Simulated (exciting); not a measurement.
**Tl: band structure with revPBE**

Crystal: Tl.

```
CELL_PARAMETERS angstrom
3.45600 0.00000 0.00000
-1.72800 2.99298 0.00000
0.00000 0.00000 5.52500
ATOMIC_POSITIONS crystal
Tl 0.66667 0.33333 0.75000
Tl 0.33333 0.66667 0.25000
```

```yaml
Program: exciting (release sodium)
Task: band structure
Functional: revPBE
Potentials_or_basis: all-electron LAPW+lo, shipped species files, valence relativity iora*
rgkmax: 9
k_mesh: 9 × 9 × 5
Occupations: methfessel-paxton, width 0.2 eV
Spin: no spin polarisation
outputlevel: high
gmaxvr_cutoff_of_density_and_potential: 14 1/bohr
lmaxapw_and_lmaxmat: 10
lmaxvr: 8
nempty: 10
Valence_relativity: iora*
epsengy: 1e-05 Ha
epspot: 1e-05 Ha
maxscl: 60
Muffin-tin_radii: Tl 2.3 bohr
```

```json
{
 "Band gap on the k mesh": "none (metal or under the smearing width)",
 "All electrons inside the program's atomic spheres": "Tl 78.38 (radii Tl 2.3 bohr)",
 "Density of states at the Fermi level": "1.85 states/eV per cell"
}
```

Levels at the corners of the path, in eV from the Fermi level:
| point | band 16 | band 17 | band 18 | band 19 | band 20 | band 21 | band 22 | band 23 |
| --- | --- | --- | --- | --- | --- | --- | --- | --- |
| Γ | -11.15 | -10.04 | -5.10 | -2.82 | 8.00 | 8.00 | 10.08 | 10.08 |
| M | -11.09 | -5.77 | -4.68 | -0.68 | 0.53 | 1.37 | 3.82 | 3.90 |
| K | -11.13 | -4.59 | -4.59 | -1.29 | 1.79 | 1.79 | 2.82 | 3.15 |
| Γ | -11.15 | -10.04 | -5.10 | -2.82 | 8.00 | 8.00 | 10.08 | 10.08 |
| A | -11.25 | -8.60 | -8.60 | 3.37 | 3.37 | 8.98 | 8.98 | 8.98 |
| L | -11.11 | -4.71 | -4.71 | -2.25 | -2.25 | 5.58 | 5.58 | 6.17 |
| H | -11.13 | -4.07 | -4.07 | -0.89 | -0.89 | 0.23 | 0.23 | 7.68 |
| A | -11.25 | -8.60 | -8.60 | 3.37 | 3.37 | 8.98 | 8.98 | 8.98 |
| L | -11.11 | -4.71 | -4.71 | -2.25 | -2.25 | 5.58 | 5.58 | 6.17 |
| M | -11.09 | -5.77 | -4.68 | -0.68 | 0.53 | 1.37 | 3.82 | 3.90 |
| K | -11.13 | -4.59 | -4.59 | -1.29 | 1.79 | 1.79 | 2.82 | 3.15 |
| H | -11.13 | -4.07 | -4.07 | -0.89 | -0.89 | 0.23 | 0.23 | 7.68 |

It took 2.5 min on 1 thread of Arm Neoverse V2, on a shared host, peak memory 0.14 GiB.

Caveat: the log's total energy holds no entropy term; the free energy is that total less TS from the occupations; spin-orbit coupling is left out, which moves the levels of the heavy elements.
